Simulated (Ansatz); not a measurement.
**SiC: field gradients at two levels of theory**

Cell: a structure deposited in the COD, ions relaxed with PBE at fixed cell.

```cif
data_structure
_symmetry_space_group_name_H-M 'P 1'
_symmetry_Int_Tables_number 1
_cell_length_a 3.0760
_cell_length_b 3.0760
_cell_length_c 5.0480
_cell_angle_alpha 90.000
_cell_angle_beta 90.000
_cell_angle_gamma 120.000
_cell_volume 41.36
loop_
_atom_site_label
_atom_site_type_symbol
_atom_site_fract_x
_atom_site_fract_y
_atom_site_fract_z
_atom_site_occupancy
Si1 Si 0.33333 0.66667 0.00450 1
Si2 Si 0.66667 0.33333 0.50450 1
C3 C 0.33333 0.66667 0.38050 1
C4 C 0.66667 0.33333 0.88050 1
```

Sites (sets of like atoms) are named by element and the number of their first atom in this list.

First run. Computed with Ansatz: DFT, PBE, plane waves and PAW, scalar-relativistic, 420 eV cutoff, Γ-centred 16×16×9 k-points, Fermi–Dirac smearing 0.02 eV.

```
site  atom  V_zz (10²¹ V/m²)     η
  Si     1              0.34  0.00
   C     3              0.20  0.00
```

Second run. The same atoms and settings, except that the functional is LDA.

Question: Given the first result, estimate the second.

Answer: 

```json
{"site": "Si", "atom": "1", "V_zz": "0.32", "η": "0.00", "change of V_zz": "-0.02"}
{"site": "C", "atom": "3", "V_zz": "0.19", "η": "0.00", "change of V_zz": "-0.01"}
```

No V_zz moves by more than 0.02.
